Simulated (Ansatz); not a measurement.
The system is TiCo3.

```
Co Ti
1.0
     3.57100    0.00000    0.00000
     0.00000    3.57100    0.00000
     0.00000    0.00000    3.57100
Co Ti
3 1
Direct
  0.50000 0.50000 0.00000
  0.50000 0.00000 0.50000
  0.00000 0.50000 0.50000
  0.00000 0.00000 0.00000
```

Base run:

| Item | Value |
| --- | --- |
| Program | Ansatz 0.2.0 |
| Functional | PBEsol |
| Potentials or basis | all-electron LAPW, scalar-relativistic |
| Cutoff | 276 eV (chosen from the basis error) |
| Basis error allowed | 0.002 eV/atom |
| k mesh | 8 × 8 × 8 |
| Occupations | fermi-dirac, width 0.05 eV |
| Spin | collinear spin, ferromagnetic start |
| Starting moments | [2.0, 2.0, 2.0, 1.0] μB |

Its results: pressure -3.9 GPa; net moment 2.51 μB per cell; site moments Co +1.00; Ti -0.37 μB.

The run is repeated on the same cell with these changes: functional from PBEsol to LDA. What comes out?

Pressure -15.4 GPa; net moment 0.64 μB per cell; site moments Co +0.25; Ti -0.08 μB.

LDA binds more tightly than PBEsol, so the same cell stands under less pressure.

Caveats: the starting moments weren't kept.
